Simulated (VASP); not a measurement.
AlN:

```
CELL_PARAMETERS angstrom
3.11281 0.00000 0.00000
-1.55640 2.69577 0.00000
0.00000 0.00000 4.98284
ATOMIC_POSITIONS crystal
Al 0.33333 0.66667 0.99653
Al 0.66667 0.33333 0.49653
N 0.33333 0.66667 0.37847
N 0.66667 0.33333 0.87847
```

The cell was built by a generator and needn't be a form met in nature.

Program: VASP 6.6.1. Alike in all runs: task band structure; potentials or basis VASP PAW PBE potentials, release 64 (Al, N); no spin polarisation; cell as given; k mesh 12 × 12 × 5; cutoff (eV) 520; smearing gaussian 0.03 eV.

Task: Order these runs on this cell by their band gap on the k mesh, lowest first.
A. level TB-mBJ
B. level PBEsol
C. level r2SCAN

Result: B (4.12 eV), C (4.87 eV), A (5.35 eV).

